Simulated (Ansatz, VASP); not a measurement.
## One calculation of Rh, two programs

```
Rh
1.0
     0.00000    1.90299    1.90299
     1.90299    0.00000    1.90299
     1.90299    1.90299    0.00000
Rh
1
Cartesian
  0.0000 0.0000 0.0000
```

Alike in both runs: task relaxation of cell and atoms; functional PBE; k mesh 18 × 18 × 18; occupations gaussian, width 0.1 eV; no spin polarisation.

|  | VASP | Ansatz |
| --- | --- | --- |
| version | VASP 6.6.1 | Ansatz 0.2.0 |
| potentials or method | VASP PAW PBE potentials, release 64 (Rh_pv) | scalar-relativistic, plane waves, PAW |
| plane-wave cutoff (eV) | 600 | 420 |
| valence electrons in the cell | 15 | 17 |

```csv
,VASP,Ansatz,Ansatz less VASP
"gap on the k mesh at the Fermi level, each at its own relaxed structure (eV)",none,none,-
relaxed volume (Å³/atom),14.04,14.04,+0.007
relaxed cell length with the largest relative difference (Å),2.708,2.708,+0.0005
energy change over the relaxation (meV/atom),-4,-4,-0.2
```

A gap of «none» marks a metal or a gap that the smearing closes. The two sets of potentials don't hold the same shells in valence.
